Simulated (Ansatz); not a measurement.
input.yaml

```yaml
crystal:
  periodic: [false, false, false]
  atoms:
    - { symbol: C, position_ang: [-0.214726, -0.34919, -0.507681] }
    - { symbol: F, position_ang: [-0.226955, -1.586929, -0.103033] }
    - { symbol: F, position_ang: [0.720564, -0.270591, -1.410436] }
    - { symbol: H, position_ang: [-0.395513, 0.923846, 0.64366] }
    - { symbol: F, position_ang: [0.116728, 1.282965, 1.377389] }
basis:
  gaussian: { orbitals: def2-SVP }
hamiltonian:
  xc: pbe
  dispersion: d4
neb:
  order_check: false
  images: 7
  f_tol: 0.05
  max_iterations: 60
  final_atoms:
    - { symbol: C, position_ang: [-0.04865648, 0.02825998, -0.00686674] }
    - { symbol: F, position_ang: [-0.29355882, -1.26833369, 0.25015239] }
    - { symbol: F, position_ang: [0.70008426, 0.11201311, -1.12022371] }
    - { symbol: H, position_ang: [-1.00620298, 0.58261119, -0.14281364] }
    - { symbol: F, position_ang: [0.64843202, 0.54555041, 1.01965069] }
  initial_path:
    images:
      - { positions_ang: [[-0.214726, -0.34919, -0.507681], [-0.226955, -1.586929, -0.103033], [0.720564, -0.270591, -1.410436], [-0.395513, 0.923846, 0.64366], [0.116728, 1.282965, 1.377389]] }
      - { positions_ang: [[-0.30194047, -0.31521841, -0.43880675], [-0.21410247, -1.53163359, -0.02268055], [0.69625746, -0.1484448, -1.316681], [-0.23142027, 0.84419066, 0.47465212], [0.05130374, 1.15120714, 1.30341518]] }
      - { positions_ang: [[-0.38915493, -0.28124681, -0.3699325], [-0.20124994, -1.47633818, 0.0576719], [0.67195092, -0.0262986, -1.222926], [-0.06732753, 0.76453533, 0.30564423], [-0.01412051, 1.01944927, 1.22944137]] }
      - { positions_ang: [[-0.4763694, -0.24727522, -0.30105825], [-0.18839742, -1.42104277, 0.13802435], [0.64764438, 0.09584759, -1.129171], [0.0967652, 0.68487999, 0.13663635], [-0.07954477, 0.88769141, 1.15546755]] }
      - { positions_ang: [[-0.56358386, -0.21330363, -0.23218399], [-0.17554489, -1.36574736, 0.2183768], [0.62333784, 0.21799379, -1.03541601], [0.26085794, 0.60522465, -0.03237154], [-0.14496902, 0.75593354, 1.08149374]] }
      - { positions_ang: [[-0.43485202, -0.15291273, -0.17585468], [-0.20504837, -1.34139394, 0.2263207], [0.64252444, 0.19149862, -1.05661793], [-0.05590729, 0.59957129, -0.05998206], [0.05338124, 0.70333776, 1.06603298]] }
      - { positions_ang: [[-0.30612017, -0.09252182, -0.11952537], [-0.23455185, -1.31704052, 0.2342646], [0.66171105, 0.16500345, -1.07781986], [-0.37267252, 0.59391792, -0.08759259], [0.2517315, 0.65074198, 1.05057221]] }
      - { positions_ang: [[-0.17738833, -0.03213092, -0.06319605], [-0.26405533, -1.2926871, 0.2422085], [0.68089765, 0.13850828, -1.09902178], [-0.68943775, 0.58826455, -0.11520311], [0.45008176, 0.59814619, 1.03511145]] }
      - { positions_ang: [[-0.04865648, 0.02825998, -0.00686674], [-0.29355882, -1.26833369, 0.25015239], [0.70008426, 0.11201311, -1.12022371], [-1.00620298, 0.58261119, -0.14281364], [0.64843202, 0.54555041, 1.01965069]] }
```

Command:

```bash
$ ansatz run input.yaml --threads 1 --pin off --max-ram 2048MiB --backend cpu --events-out ev --progress --plain --runs-dir out
```

Hardware: 1 thread of Intel(R) Xeon(R) Processor @ 2.50GHz (Skylake/Cascade Lake) (shared host).

**Question.** Roughly how long does this run take, and how much memory?

**Answer.** 4.5 min, with a peak of 0.12 GiB, for 19 band iterations.
